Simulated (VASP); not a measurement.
# Sb2Se3 (P1) in VASP: relaxation of cell and atoms with PBE

Aim: the relaxation of cell and atoms of Sb2Se3 with PBE.

All numbers are computed with VASP 6.6.1; they aren't measurements. Logs are shortened: lines on timing, memory, paths and dates and some standing lists are left out, and cuts for length are marked.

### Step 1. The structure

The typed cell holds 10 atoms: a = 8.330 Å, b = 4.168 Å, c = 10.678 Å, α = 90.66°, β = 89.33°, γ = 121.17°.

The cell was built by a generator and needn't be a form met in nature.

### Step 2. Relaxation of cell and atoms, PBE

The input, INCAR:

```
  PREC = Normal
  ENCUT = 520
  EDIFF = 1E-5
  ISMEAR = 0
  SIGMA = 0.15
  LREAL = Auto
  LASPH = True
  NELM = 80
  ALGO = Fast
  ISIF = 3
  LWAVE = False
  LCHARG = False
  GGA = PE
  IBRION = 2
  NSW = 110
  EDIFFG = -0.03
  ISYM = 0
  KPAR = 4
```

The input, KPOINTS:

```
regular mesh
0
Gamma
  6 6 3
```

The input, POSCAR:

```
Sb2Se3
1.0
    8.3294981900     -0.0867418200      0.0483867100
   -2.1199343400      3.5880544100     -0.0237328700
    0.0622734900     -0.0345849600     10.6777285800
Sb Se
4 6
Direct
    0.3169999600      0.3179102300      0.8368512500
    0.8219161600      0.3345682900      0.8152985000
    0.1910985300      0.6742292500      0.1871646700
    0.6519645100      0.6291226300      0.1500101600
    0.3394932900      0.3394749400      0.3423017100
    0.8482740500      0.3346728000      0.3182754200
    0.2067570400      0.6452983400      0.6534702900
    0.6734127800      0.6953491600      0.6504334700
    0.9969619500      0.0477317600      0.9615321300
    0.4829202500      0.9685852000      0.9890228800
```

Potentials or basis: VASP PAW PBE potentials, release 64 (Sb, Se).

Launch:

```console
$ cat potpaw_PBE.64/Sb/POTCAR potpaw_PBE.64/Se/POTCAR > POTCAR
$ mpirun -np 4 vasp_std > vasp.out
```

OUTCAR:

```text
PREC = Normal
   ENCUT = 520
   EDIFF = 1E-5
   ISMEAR = 0
   LREAL = Auto
   LASPH = True
   NELM = 80
   ISIF = 3
   GGA = PE
   IBRION = 2
   NSW = 110
   EDIFFG = -0.03
   ISYM = 0

 ion  position               nearest neighbor table
   1  0.317  0.318  0.837-   9 2.64   7 2.82  10 2.82  10 2.98   7 3.13   8 3.22
   2  0.822  0.335  0.815-   9 2.81   8 2.87   9 2.98   8 2.99  10 3.04   7 3.25
   3  0.191  0.674  0.187-   6 2.81   5 2.85   5 2.89  10 2.96   9 3.29
   4  0.652  0.629  0.150-  10 2.91  10 3.02   5 3.02   6 3.09   6 3.10   9 3.18
   5  0.339  0.339  0.342-   3 2.85   3 2.89   4 3.02
   6  0.848  0.335  0.318-   3 2.81   4 3.09   4 3.10
   7  0.207  0.645  0.653-   1 2.82   1 3.13   2 3.25
   8  0.673  0.695  0.650-   2 2.87   2 2.99   1 3.22
   9  0.997  0.048  0.962-   1 2.64   2 2.81   2 2.98   4 3.18   3 3.29
  10  0.483  0.969  0.989-   1 2.82   4 2.91   3 2.96   1 2.98   4 3.02   2 3.04

IMPORTANT INFORMATION: All symmetrisations will be switched off!
NOSYMM: (Re-)initialisation of all symmetry stuff for point group C_1.

----------------------------------------------------------------------------------------

                                     Primitive cell

  volume of cell :     317.1445

  direct lattice vectors                    reciprocal lattice vectors
     8.329498190 -0.086741820  0.048386710     0.120801235  0.071370003 -0.000473358
    -2.119934340  3.588054410 -0.023732870     0.002915176  0.280430846  0.000891309
     0.062273490 -0.034584960 10.677728580    -0.000540938  0.000299883  0.093657003

  length of vectors
     8.330090367  4.167591547 10.677966180     0.140309799  0.280447415  0.093659045

  position of ions in fractional coordinates (direct lattice)
     0.316999960  0.317910230  0.836851250
     0.821916160  0.334568290  0.815298500
     0.191098530  0.674229250  0.187164670
     0.651964510  0.629122630  0.150010160
     0.339493290  0.339474940  0.342301710
     0.848274050  0.334672800  0.318275420
     0.206757040  0.645298340  0.653470290
     0.673412780  0.695349160  0.650433470
     0.996961950  0.047731760  0.961532130
     0.482920250  0.968585200  0.989022880

  ion indices of the primitive-cell ions
   primitive index   ion index
                 1           1
                 2           2
                 3           3
                 4           4
                 5           5
                 6           6
                 7           7
                 8           8
                 9           9
                10          10

----------------------------------------------------------------------------------------

 KPOINTS: regular mesh

Automatic generation of k-mesh.
 Grid dimensions read from file:
 generate k-points for:    6    6    3

 Generating k-lattice:

  Cartesian coordinates                     Fractional coordinates (reciprocal lattice)
     0.020133539  0.011895000 -0.000078893     0.166666667  0.000000000 -0.000000000
     0.000485863  0.046738474  0.000148551    -0.000000000  0.166666667 -0.000000000
    -0.000180313  0.000099961  0.031219001     0.000000000  0.000000000  0.333333333

  Length of vectors
     0.023384967  0.046741236  0.031219682

  Shift w.r.t. Gamma in fractional coordinates (k-lattice)
     0.000000000  0.000000000  0.000000000

 Subroutine IBZKPT returns following result:
 ===========================================

 Found     56 irreducible k-points:

 Following reciprocal coordinates:
            Coordinates               Weight
  0.000000  0.000000  0.000000      1.000000
  0.166667  0.000000 -0.000000      2.000000
  0.333333  0.000000  0.000000      2.000000
  0.500000  0.000000  0.000000      1.000000
 -0.000000  0.166667 -0.000000      2.000000
  0.166667  0.166667 -0.000000      2.000000
[... 16 lines left out ...]
  0.333333  0.000000  0.333333      2.000000
  0.500000  0.000000  0.333333      2.000000
 [... further k-points ...]
   k-points           NKPTS =     56   k-points in BZ     NKDIM =     56   number of bands    NBANDS=     34
   number of dos      NEDOS =    301   number of ions     NIONS =     10
   total plane-waves  NPLWV =  69120
   dimension x,y,z NGX =    48 NGY =   24 NGZ =   60
   dimension x,y,z NGXF=    96 NGYF=   48 NGZF=  120
   ions per type =               4   6
   NGX,Y,Z   is equivalent  to a cutoff of   9.58,  9.57,  9.34 a.u.
   NGXF,Y,Z  is equivalent  to a cutoff of  19.16, 19.15, 18.68 a.u.
 SYSTEM =  unknown system
   PREC   = normal    normal or accurate (medium, high low for compatibility)
   ISTART =      0    job   : 0-new  1-cont  2-samecut
   ICHARG =      2    charge: 1-file 2-atom 10-const
   ISPIN  =      1    spin polarized calculation?
   LNONCOLLINEAR =      F non collinear calculations
   LSORBIT =      F    spin-orbit coupling
   LASPH  =      T    aspherical Exc in radial PAW
   ENCUT  =  520.0 eV  38.22 Ry    6.18 a.u.  15.49  7.75 19.85*2*pi/ulx,y,z
   NELM   =     80;   NELMIN=  2; NELMDL= -5     # of ELM steps
   EDIFF  = 0.1E-04   stopping-criterion for ELM
   LREAL  =      T    real-space projection
   EDIFFG = -.3E-01   stopping-criterion for IOM
   NSW    =    110    number of steps for IOM
   IBRION =      2    ionic relax: 0-MD 1-quasi-New 2-CG
   NFREE  =      1    steps in history (QN), initial steepest desc. (CG)
   ISIF   =      3    stress and relaxation
   ISYM   =      0    0-nonsym 1-usesym 2-fastsym
   POTIM  = 0.5000    time-step for ionic-motion
   TEBEG  =    0.0;   TEEND  =   0.0 temperature during run
   PSTRESS=    0.0 pullay stress
   NELECT =      56.0000    total number of electrons
   NUPDOWN=      -1.0000    fix difference up-down
   EMIN   =  10.00;   EMAX   =-10.00  energy-range for DOS
   EFERMI =   0.00;   METHOD = LEGACY
   ISMEAR =     0;   SIGMA  =   0.15  broadening in eV -4-tet -1-fermi 0-gaus
   EFERMI_NEDOS =   21; number of points for ismear=-14 and -15
   IALGO  =     68    algorithm
   IMIX   =      4    mixing-type and parameters
     AMIX     =   0.40;   BMIX     =  1.00
     AMIX_MAG =   1.60;   BMIX_MAG =  1.00
  volume/ion in A,a.u.               =      31.71       214.02
  Fermi-wavevector in a.u.,A,eV,Ry     =   0.918442  1.735604 11.477002  0.843536
  Thomas-Fermi vector in A             =   2.043524
   LORBIT       =      0    0 simple, 1 ext, 2 COOP (PROOUT), +10 PAW based schemes
   GGA     = PE    functional components
   LHFCALC =     F    Hartree Fock is set to
   AEXX    =    0.0000 exact exchange contribution
   IVDW    =     0    specifies the selected vdW correction
   LEPSILON=     F    determine dielectric tensor
   LRPA    =     F    only Hartree local field effects (RPA)
 conjugate gradient relaxation of ions
 non-spin polarized calculation
 RMM-DIIS sequential band-by-band and
 Gauss-broadening in eV      SIGMA  =   0.15
  energy-cutoff  :      520.00
  volume of cell :      317.14
 maximum number of plane-waves:      8561
   NGX = 31   NGY = 15   NGZ = 39

--------------------------------------- Ionic step        1  -------------------------------------------

 number of electron      55.9999999 magnetization

 Free energy of the ion-electron system (eV)
  ---------------------------------------------------
  ext. energy  EPLUGINS =         0.00000000
  ---------------------------------------------------
  free energy    TOTEN  =       -38.45296612 eV

  energy without entropy =      -38.45259523  energy(sigma->0) =      -38.45278068

------------------------ aborting loop because EDIFF is reached ----------------------------------------

  FORCE on cell =-STRESS in cart. coord.  units (eV):
  Direction    XX          YY          ZZ          XY          YZ          ZX
  --------------------------------------------------------------------------------------
  -------------------------------------------------------------------------------------
  Total       -3.9866056     -3.6634124     -8.0885932      1.4822408     -0.2533251      0.1759555
  in kB      -20.1398687    -18.5071340    -40.8626339      7.4881083     -1.2797688      0.8889066
  external PRESSURE =     -26.5032122 kB  Pullay stress =       0.0000000 kB
[... 113 lines left out ...]
  FREE ENERGIE OF THE ION-ELECTRON SYSTEM (eV)
  ---------------------------------------------------
  free  energy   TOTEN  =       -39.5134893962 eV

  energy  without entropy=      -39.5114563389  energy(sigma->0) =      -39.51247287

[... ionic steps 4 to 21 ...]

--------------------------------------- Ionic step       22  -------------------------------------------

 number of electron      55.9999997 magnetization

------------------------ aborting loop because EDIFF is reached ----------------------------------------

  FORCE on cell =-STRESS in cart. coord.  units (eV):
  Direction    XX          YY          ZZ          XY          YZ          ZX
  --------------------------------------------------------------------------------------
  -------------------------------------------------------------------------------------
  Total       -0.0307558      0.0768218      0.0459755      0.0095294      0.0649543      0.0181263
  in kB       -0.1653447      0.4129976      0.2471663      0.0512304      0.3491972      0.0974478
  external PRESSURE =       0.1649398 kB  Pullay stress =       0.0000000 kB
[... 73 lines left out ...]
  energy  without entropy=      -40.2150395254  energy(sigma->0) =      -40.21544252

--------------------------------------- Ionic step       24  -------------------------------------------

 number of electron      55.9999997 magnetization

 Free energy of the ion-electron system (eV)
  ---------------------------------------------------
  ext. energy  EPLUGINS =         0.00000000
  ---------------------------------------------------
  free energy    TOTEN  =       -40.21627917 eV

  energy without entropy =      -40.21548454  energy(sigma->0) =      -40.21588186

 E-fermi :   4.0747     XC(G=0):  -8.8384

 val. band max:        3.8252454256   @ k =   0.0000   0.0000   0.0000
 cond. band min:       4.2246048060   @ k =   0.0000   0.0000   0.0000
 fundamental gap:      0.3993593804
 Fermi energy:         4.0747037526

 k-point     1 :       0.0000    0.0000    0.0000
  band No.  band energies     occupation
      1     -10.0950      2.00000
      2      -9.5550      2.00000
      3      -8.8237      2.00000
      4      -8.6714      2.00000
      5      -8.6313      2.00000
      6      -8.5120      2.00000
[... 877 lines left out ...]
     33       6.2377      0.00000
     34       6.3068      0.00000

 [... further k-points ...]

------------------------ aborting loop because EDIFF is reached ----------------------------------------

  FORCE on cell =-STRESS in cart. coord.  units (eV):
  Direction    XX          YY          ZZ          XY          YZ          ZX
  --------------------------------------------------------------------------------------
  -------------------------------------------------------------------------------------
  Total       -0.0158000     -0.1264607     -0.0463545      0.0172455     -0.1079664      0.0149713
  in kB       -0.0848254     -0.6789304     -0.2488638      0.0925860     -0.5796402      0.0803763
  external PRESSURE =      -0.3375398 kB  Pullay stress =       0.0000000 kB
[... 25 lines left out ...]
  FREE ENERGIE OF THE ION-ELECTRON SYSTEM (eV)
  ---------------------------------------------------
  free  energy   TOTEN  =       -40.2162791749 eV

  energy  without entropy=      -40.2154845445  energy(sigma->0) =      -40.21588186

 reached required accuracy - stopping structural energy minimisation
```

Wall time 7.2 min (4 MPI ranks of Intel Xeon 6975P-C (Granite Rapids), shared host); peak memory 0.52 GiB.

Results:

- Free energy: -40.2163 eV
- Relaxed volume: 29.84 Å³/atom
- Relaxed cell: a = 8.139 Å, b = 4.068 Å, c = 10.409 Å, α = 89.87°, β = 90.06°, γ = 120.01°
- Space group after relaxing (to 0.05 Å): P2_1/m (No. 11)
- Energy gained by relaxing: 176.3 meV/atom
- Ionic steps: 24
- Pressure after relaxing: 0.0 GPa
- Largest force after relaxing: 0.027 eV/Å
- Band gap on the k mesh: 0.40 eV, direct

Forces in eV/Å, atoms in the order of the input:
```
Sb  -0.003  0.000  0.015
Sb  -0.004 -0.008 -0.005
Sb   0.014 -0.006 -0.002
Sb   0.002  0.013 -0.001
Se  -0.009 -0.016 -0.017
Se  -0.004 -0.011 -0.010
Se   0.005  0.012  0.023
Se  -0.009  0.001  0.016
Se   0.010  0.008 -0.005
Se  -0.002  0.007 -0.016
```

Stress tensor (GPa, compression positive):
```
-0.01  0.01  0.01
 0.01 -0.07 -0.06
 0.01 -0.06 -0.02
```

Step by step:
```tsv
step	energy change (eV)	largest force (eV/Å)	pressure (GPa)	volume (Å³)
1	0.0000	2.6937	-2.65	317.14
2	-1.0495	1.3323	1.59	293.61
3	-1.0605	1.2976	2.23	290.96
4	-1.4252	0.6993	0.20	301.14
5	-1.4539	0.6246	-0.47	305.40
6	-1.5691	0.4750	-0.43	303.32
7	-1.6490	0.3254	-0.23	299.86
8	-1.6912	0.2488	0.29	295.99
9	-1.6912	0.2505	0.30	296.02
10	-1.7218	0.2060	-0.03	297.34
11	-1.7297	0.3130	-0.28	298.45
12	-1.7427	0.1882	0.41	295.49
13	-1.7433	0.1728	0.28	296.03
14	-1.7536	0.1005	-0.08	298.16
15	-1.7536	0.1019	-0.08	298.25
16	-1.7585	0.0713	-0.03	297.84
17	-1.7604	0.0537	0.04	297.53
18	-1.7588	0.0920	0.17	296.90
19	-1.7607	0.0513	0.07	297.37
20	-1.7616	0.0564	-0.08	298.34
21	-1.7617	0.0584	-0.05	298.08
22	-1.7628	0.0401	0.02	298.02
23	-1.7629	0.0384	0.03	298.01
24	-1.7633	0.0268	-0.03	298.43
```

Final structure:
```cif
data_structure
_symmetry_space_group_name_H-M 'P 1'
_symmetry_Int_Tables_number 1
_cell_length_a 8.1394
_cell_length_b 4.0678
_cell_length_c 10.4092
_cell_angle_alpha 89.868
_cell_angle_beta 90.063
_cell_angle_gamma 120.013
_cell_volume 298.43
loop_
_atom_site_label
_atom_site_type_symbol
_atom_site_fract_x
_atom_site_fract_y
_atom_site_fract_z
_atom_site_occupancy
Sb1 Sb 0.33719 0.33288 0.80643 1
Sb2 Sb 0.83637 0.33371 0.81043 1
Sb3 Sb 0.16817 0.66587 0.17409 1
Sb4 Sb 0.66893 0.66436 0.17084 1
Se1 Se 0.33662 0.33179 0.32236 1
Se2 Se 0.83642 0.33094 0.32125 1
Se3 Se 0.16967 0.66507 0.65832 1
Se4 Se 0.67052 0.66712 0.65949 1
Se5 Se 0.00264 0.99747 0.99091 1
Se6 Se 0.50325 0.99773 0.99023 1
```

Caveat: spin-orbit coupling is left out, which moves the levels of the heavy elements; an odd mesh through Γ misses points on the zone boundary, where band edges often lie.
